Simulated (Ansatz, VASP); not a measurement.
NaH in VASP and in Ansatz

The input POSCAR:

```
NaH
1.0
    3.1028802000      0.0000000000      0.0000000000
    0.0000000000      3.1028802000      0.0000000000
    0.0000000000      0.0000000000      3.1028802000
Na H
1 1
Direct
    0.0000000000      0.0000000000      0.0000000000
    0.5000000000      0.5000000000      0.5000000000
```

INCAR.step1

```
SYSTEM = NaH
PREC     = Accurate       ! precision mode
ENCUT    = 520            ! plane-wave cutoff, eV
ISMEAR   = 0              ! smearing method
SIGMA    = 0.05           ! smearing width, eV
LREAL    = .False.        ! projectors in reciprocal space
LASPH    = .True.         ! aspherical terms in the spheres
NELM     = 100            ! most SCF steps
NBANDS   = 11             ! bands
GGA      = PE             ! functional
ALGO     = Normal         ! electronic algorithm
EDIFF    = 1E-4           ! SCF threshold, eV
LWAVE    = .True.         ! write WAVECAR
LCHARG   = .False.        ! write CHGCAR
```

INCAR.step2

```
SYSTEM = NaH
PREC     = Accurate       ! precision mode
ENCUT    = 520            ! plane-wave cutoff, eV
EDIFF    = 1E-7           ! SCF threshold, eV
ISMEAR   = 0              ! smearing method
SIGMA    = 0.05           ! smearing width, eV
LREAL    = .False.        ! projectors in reciprocal space
LASPH    = .True.         ! aspherical terms in the spheres
NELM     = 100            ! most SCF steps
ALGO     = Normal         ! electronic algorithm
ISIF     = 2              ! what is computed and relaxed
LWAVE    = .False.        ! write WAVECAR
LCHARG   = .False.        ! write CHGCAR
METAGGA  = R2SCAN         ! meta-GGA
LMIXTAU  = .True.       
NBANDS   = 11             ! bands
ISTART   = 1
```

KPOINTS

```
regular mesh
0
Gamma
  10 10 10
  0 0 0
```

Input for Ansatz:

```yaml
crystal:
  lattice:
    - [3.1028802, 0.0, 0.0]
    - [0.0, 3.1028802, 0.0]
    - [0.0, 0.0, 3.1028802]
  atoms:
    - { symbol: Na, position: [0.0, 0.0, 0.0] }
    - { symbol: H, position: [0.5, 0.5, 0.5] }
basis:
  ecutwfc: 500
kpoints:
  mp_grid: { grid: [10, 10, 10] }
hamiltonian:
  xc: r2scan
scf:
  occupations: { method: gaussian, width: 0.05 }
output:
  forces: true
  stress: true
  eigenvalues: true
```

Change from the starting cell: strain +0.050 along x and y, +0.050 along z, atoms carried along.

Alike in both runs: task single point; functional r2SCAN; k mesh 10 × 10 × 10; occupations gaussian, width 0.05 eV; no spin polarisation.

```csv
,VASP,Ansatz
version,VASP 6.6.1,Ansatz 0.2.0
potentials or method,"VASP PAW PBE potentials, release 64 (Na_pv, H)","scalar-relativistic, plane waves, PAW"
plane-wave cutoff (eV),520,500
valence electrons in the cell,8,10
```

```csv
,VASP,Ansatz,Ansatz less VASP
gap on the k mesh at the Fermi level (eV),1.59,1.58,-0.008
least direct gap on the mesh (eV),4.67,4.67,-0.005
pressure (GPa),-3.1,-3.1,-0.01
```

The two sets of potentials don't hold the same shells in valence.

Caveats: the PAW data sets were made with another functional, which shifts forces and pressure a little (VASP). A k mesh can miss the band edges.
